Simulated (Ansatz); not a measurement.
# CoPtO2 (R-3m) in Ansatz: further runs

Runs on CoPtO2. Level: PBE. Tasks: single point.

Everything below comes from runs of Ansatz 0.2.0. Logs are shortened: lines on timing, memory, paths and dates and some standing lists are left out, and cuts for length are marked.

## (1) The crystal as given

Symmetry: R-3m, No. 166, trigonal system. The conventional cell has a = 2.825 Å, b = 2.825 Å, c = 17.818 Å, α = 90.00°, β = 90.00°, γ = 120.00°. Around Pt (site symmetry -3m) lie 2 O at 2.00 Å. Co (site symmetry -3m) has 6 O at 1.90 Å as nearest neighbours. O (site symmetry 3m) has 3 Co at 1.90 Å and 1 Pt at 2.00 Å as nearest neighbours.

The cell is a database's computed one.

## (2) Single point, PBE, collinear spin, ferromagnetic start

Contents of input.yaml:

```yaml
crystal:
  lattice:
    - [1.4122699173, 0.8153744169, 5.9393891094]
    - [-1.4122699173, 0.8153744169, 5.9393891094]
    - [0.0, -1.6307488338, 5.9393891094]
  atoms:
    - { symbol: Pt, position: [0.0, 0.0, 0.0] }
    - { symbol: Co, position: [0.5, 0.5, 0.5], spin: 2.0 }
    - { symbol: O, position: [0.11224403, 0.11224403, 0.11224403] }
    - { symbol: O, position: [0.88775597, 0.88775597, 0.88775597] }
hamiltonian:
  xc: pbe
  pseudopotentials: { kind: paw }
magnetization:
  spin_polarized: true
kpoints:
  mp_grid: { grid: [11, 11, 11] }
scf:
  occupations: { method: gaussian, width: 0.015 }
output:
  forces: true
  stress: true
  eigenvalues: true
```

Potentials or basis: Ansatz PAW.

The run is started by

```
$ ansatz run input.yaml --threads 2 --pin off --max-ram 5632MiB --backend cpu --events-out ev --progress --plain --runs-dir out
```

What it wrote:

```text
Warning: RAYON_NUM_THREADS=2 ignored (pool sized by the plan → 2); use --threads N
basis.fft_grid_basis auto: the FFT boxes are laid along the combinations [[1, 0, -1], [0, 1, -1], [0, 0, 1]] of the cell's own vectors, 2.825, 2.825 and 6.159 Å long. The dense box has 20×20×45 points. Along the cell's own vectors, as sized, it would have 45×45×45, 5.06 times as many. Of the 12 symmetry operations that the crystal satisfies within crystal.symmetry.tolerance (time reversal apart; of a slab, those that keep its plane) the dense box along the cell's own vectors carries 12, and the one as laid loses 8 of those. basis.fft_grid_basis: typed keeps the cell's own vectors: state it where this run's energies or levels are differenced outside the engine with another run's, or held beside a run that keeps those vectors.
Engine: ansatz 0.2.0, x86_64-unknown-linux-gnu
Pseudopotentials: kind: paw
Pseudopotential: Pt, paw, valence charge 18, recommended cutoff 420 eV (normal), Pt.paw.azcp
Pseudopotential: Co, paw, valence charge 17, recommended cutoff 420 eV (normal), Co.paw.azcp
Pseudopotential: O, paw, valence charge 6, recommended cutoff 420 eV (normal), O.paw.azcp
Functional definition: PBE
  parameter kappa = 0.804
  parameter beta = 0.06672455060314922
  exchange = pbe_x(kappa = kappa, mu = beta*pi^2/3)
  correlation = pbe_c(beta = beta)
Crystal: 4 atoms, lattice volume = 41.036 Å³
Basis set: ecut = 420 eV, 805 PW (Γ), FFT grids on a1−a3, a2−a3, a3, exchange–correlation on 40×40×90 points (8 copies of the dense FFT grid, shifted against one another)
Bands: 30, of which v1, the nominal top of the filled ones, is band 24 counted from 1 (23 counted from 0)
Symmetry: 12 space group operations
Space group: R-3m (ITA 166), of the structure as read, at distance tolerance 3.4e-5 Å
Magnetic group: BNS 166.97 (UNI 1327), of the structure as read, at distance tolerance 3.4e-5 Å
k-points: 146 of 1331
Non-local potential: Pt, projectors of the file, l = 0: 3, l = 1: 2, l = 2: 2, l = 3: 1
Non-local potential: Co, projectors of the file, l = 0: 3, l = 1: 2, l = 2: 3, l = 3: 1
Non-local potential: O, projectors of the file, l = 0: 2, l = 1: 2, l = 2: 1
PAW form: soft (Blöchl's): semilocal exchange-correlation on the pseudo side does not see the compensation charge
PAW one-centre angular grid: Pt, 590 points (default); XC on 64 Gauss nodes
PAW one-centre angular grid: Co, 590 points (default); XC on 64 Gauss nodes
PAW one-centre angular grid: O, 110 points (default); XC on 64 Gauss nodes
[... 59 lines left out ...]
WARN: the starting moments were not kept: the SCF closed with an absolute magnetisation of 6.8e-6 μB, where they sum to 2 μB in size (1 site). That is at most 0.1 of that sum. Measured as dr2_m measures the in/out step, that magnetisation stands 2.9e-11 eV from none, at or under the dr2_threshold of 1.0e-7 eV: it is no larger than a step whose dr2_m would equal this threshold. The system may hold no moment; this SCF shows only that its start led to no more than that. To try another start: raise the starting moments (crystal.atoms[].spin, magnetization.per_species, magnetization.initial_magnetization, or on a non-collinear deck that types none of these the spinor_matrix: blocks that start its atoms; where the total moment is fixed, keep their sum and leave initial_magnetization as it is; typed ones take the place of any that the run laid by itself, positive ones on a crystal's lanthanoids without a Hubbard term where scf.initial_density.shell_occupations: [] is typed) or, if the notice of its spin-set hold's release reads "site moments contracting" or "site moments show no strong build", lengthen the hold (scf.mixing.spin_hold: { on: { confirm: 4 } }; for m-r²SCAN on two components see the key's manual first). Each may lead to a state that holds a moment. A second SCF, from the converged charge density, with the starting moments and any scf.initial_density.shell_occupations laid on it anew, would have followed, and was not run: the deck does not ask for one (magnetization.retry_lost_moments is false, the default). To let it run, set magnetization.retry_lost_moments: true and run the deck again, where that key's refused combinations let it; where memory then withholds it, that run's warning says so.
SCF converged after 16 iterations
Magnetization: -0.0000 μB (23.5000 up, 23.5000 down)
Absolute magnetization: 0.0000 μB (∫|ρ↑−ρ↓|, with the PAW one-centre terms)
Spin contamination: 0.0000 ħ² per cell (⟨S²⟩ above its minimum at these occupations)
Per-site moments (μB) at R_I (Å): [(-4.756651346284927e-6, 0.8249929496042441), (1.689217413794343e-7, 0.7826291999317879), (1.2458998067172446e-7, 0.782629199931788), (1.245899806951064e-7, 0.7826291999317879)]
Free energy (F): -18782.444130 eV
Harris-Foulkes:  -18782.444130 eV  (|F-HF|=7.64e-11)
Internal energy: -18782.443969 eV  (E = F + TS)
E sigma→0 (E₀):  -18782.444050 eV
Entropy (-TS):   -0.000161 eV (-0.040 meV/atom)
Fermi energy:    16.587976 eV
--- Per-component energies (eV) ---
  E_band       = -473.437337
  E_kinetic    = 1438.796883
  E_local      = -5687.179337  (includes V_loc(G=0)·N_el)
  E_nonlocal   = 752.070955
  E_hartree    = 2280.456978
  E_xc         = -566.574799
  E_vxc        = -694.175452  (∫ρ·V_xc dr)
  E_paw        = -11283.268437  (= ΣΔE_a)
  E_vpaw       = -843.869065  (= ΣTr[D̂ρ^β])
  E_aug_tail   = 0.005001  (compensation charges beyond the density's cutoff)
  E_ewald      = -5716.751213
  E_smearing   = -0.000161  (= −TS)
  E_closure    = -0.000000  (closes the sum)
  Σ components = -18782.444130   (vs F -18782.444130, Δ=0.00e0)
--- Forces (eV/Å), atoms counted from 1 ---
  atom   1  Pt    -0.00000000     0.00000000     0.00000000
  atom   2  Co     0.00000000    -0.00000000     0.00000000
  atom   3  O     -0.00000000    -0.00000000    -0.10319710
  atom   4  O      0.00000000     0.00000000     0.10319710
  max |Σ_I F_I| component: 9.25e-18 eV/Å
--- Stress (GPa, compression-positive) ---
        6.394683       0.000000       0.000000
        0.000000       6.394683       0.000000
        0.000000       0.000000       4.886946
  P = ⅓ Tr σ = 5.8921 GPa (58.921 kbar)
--- Band table (eV; the first three rows and the last of 292) ---
  k-point 0 ↑: bands = ["-82.0691", "-79.1426", "-42.4263", "-42.4263", "-42.3988", "-36.7049", "-35.9430", "-35.9430", "-5.0963", "-3.1607", "6.8691", "9.5522", "10.0019", "10.0019", "11.9627", "13.2160", "13.2160", "13.4511", "13.4511", "14.6345", "14.6345", "14.9898", "14.9898", "15.0436", "18.4500", "18.4500", "19.3502", "22.0895", "25.5402", "28.1557"]
  k-point 1 ↑: bands = ["-82.0678", "-79.1420", "-42.4324", "-42.4277", "-42.3978", "-36.7022", "-35.9662", "-35.9488", "-4.9993", "-3.1529", "6.9925", "9.7250", "9.7884", "10.0479", "12.1905", "12.7075", "12.9369", "13.3463", "13.6713", "14.5501", "14.6909", "14.9298", "15.0991", "15.1390", "18.2619", "18.3732", "19.4851", "22.5870", "25.7700", "28.5646"]
  k-point 2 ↑: bands = ["-82.0643", "-79.1404", "-42.4491", "-42.4316", "-42.3952", "-36.6948", "-36.0281", "-35.9642", "-4.7272", "-3.1355", "7.3216", "9.2342", "10.1720", "10.3107", "11.7426", "12.4295", "12.4486", "13.1640", "14.1174", "14.2421", "14.6969", "14.9397", "15.2838", "15.4838", "17.8808", "18.1867", "19.7514", "23.7610", "26.4018", "29.5960"]
  k-point 145 ↓: bands = ["-82.0678", "-79.1420", "-42.4325", "-42.4277", "-42.3978", "-36.7023", "-35.9662", "-35.9488", "-4.7580", "-3.5274", "8.5833", "9.0639", "9.9717", "10.1893", "10.5904", "12.0462", "12.3797", "13.3252", "13.6605", "14.6969", "14.7729", "15.5257", "15.8557", "15.8639", "17.8132", "17.9750", "20.6062", "21.6022", "25.6983", "28.2948"]
```

Wall time 11 s (2 threads of AMD EPYC 9R45 (Zen 5), shared host); peak memory 0.61 GiB.

What came out:

* Free energy: -18782.4441 eV
* Pressure: 5.9 GPa
* Largest force: 0.103 eV/Å
* Band gap on the k mesh: none (metal or under the smearing width)
* Net moment: 0.00 μB per cell
* Absolute moment: 0.00 μB per cell

Forces in eV/Å, atoms in the order of the input:
```
Pt   0.000  0.000  0.000
Co   0.000  0.000  0.000
O    0.000  0.000 -0.103
O    0.000  0.000  0.103
```

Stress tensor (GPa, compression positive):
```
6.39 0.00 0.00
0.00 6.39 0.00
0.00 0.00 4.89
```

Caveat: the starting moments collapsed, and a magnetic state may lie lower; the pressure holds a Pulay correction of +0.7 GPa for the finite cutoff; semilocal functionals often make such compounds metallic where correlation or magnetic order opens a gap, which also shifts bond lengths; the starting moments weren't kept. Spin-orbit coupling is left out, which matters for the levels of Pt.

## (3) Single point, PBE, collinear spin, ferromagnetic start

Edit input.yaml of step 2 so:

```diff
@@ -18,3 +18,3 @@
 scf:
-  occupations: { method: gaussian, width: 0.015 }
+  occupations: { method: gaussian, width: 0.016 }
 output:
```

Potentials or basis: Ansatz PAW.

The run is started by

```
$ ansatz run input.yaml --threads 2 --pin off --max-ram 5632MiB --backend cpu --events-out ev --progress --plain --runs-dir out
```

Wall time 10 s (2 threads of AMD EPYC 9R45 (Zen 5), shared host); peak memory 0.61 GiB.

The run converged. Its results:

- Free energy: -18782.4441 eV
- Pressure: 5.9 GPa
- Largest force: 0.103 eV/Å
- Band gap on the k mesh: none (metal or under the smearing width)
- Net moment: 0.00 μB per cell
- Absolute moment: 0.00 μB per cell

Forces in eV/Å, atoms in the order of the input:
```
Pt   0.000  0.000  0.000
Co   0.000  0.000  0.000
O    0.000  0.000 -0.103
O    0.000  0.000  0.103
```

Stress tensor (GPa, compression positive):
```
6.39 0.00 0.00
0.00 6.39 0.00
0.00 0.00 4.89
```

Levels at points of the mesh, in eV from the Fermi level:
Spin up:
```csv
k point,band 20,band 21,band 22,band 23,band 24,band 25,band 26,band 27,band 28,band 29
"(0.00, 0.00, 0.00)",-1.95,-1.95,-1.60,-1.60,-1.55,1.86,1.86,2.76,5.50,8.95
```
Spin down:
| k point | band 22 | band 23 | band 24 | band 25 | band 26 | band 27 |
| --- | --- | --- | --- | --- | --- | --- |
| (0.00, 0.00, 0.00) | -1.60 | -1.60 | -1.55 | 1.86 | 1.86 | 2.76 |

Caveat: the starting moments collapsed, and a magnetic state may lie lower; the pressure holds a Pulay correction of +0.7 GPa for the finite cutoff; semilocal functionals often make such compounds metallic where correlation or magnetic order opens a gap, which also shifts bond lengths; the starting moments weren't kept. Spin-orbit coupling is left out, which matters for the levels of Pt.
